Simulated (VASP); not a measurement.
Input of a VASP 6.6.1 run:

The input INCAR:

```
ALGO     = Fast           # electronic algorithm
EDIFF    = 1E-6           # SCF threshold, eV
ENCUT    = 520            # plane-wave cutoff, eV
GGA      = PS             # functional
ISIF     = 2              # what is computed and relaxed
ISMEAR   = 0              # smearing method
LASPH    = T              # aspherical terms in the spheres
LCHARG   = F              # write CHGCAR
LREAL    = F              # projectors in reciprocal space
LWAVE    = F              # write WAVECAR
NBANDS   = 12             # bands
NELM     = 100            # most SCF steps
PREC     = Accurate       # precision mode
SIGMA    = 0.15           # smearing width, eV
```

File KPOINTS:

```
k-points
0
Gamma
  18 18 18
```

The input POSCAR:

```
Cd
1.0
    0.0000000000      2.2514219962      2.1516052575
    2.2514219962      0.0000000000      2.1516052575
    2.2514219962      2.2514219962      0.0000000000
Cd
1
Direct
    0.0000000000      0.0000000000      0.0000000000
```

Potentials or basis: VASP PAW PBE potentials, release 64 (Cd).

The run is started by

```console
$ cat potpaw_PBE.64/Cd/POTCAR > POTCAR
$ mpirun -np 1 vasp_std > vasp.out
```

(1) Estimate the band gap on the k mesh.

(2) What does it give for the pressure?

Results:

(1) none (metal or under the smearing width).

(2) -1.7 GPa.

Caveat: the PAW data sets were made with another functional, which shifts forces and pressure a little.
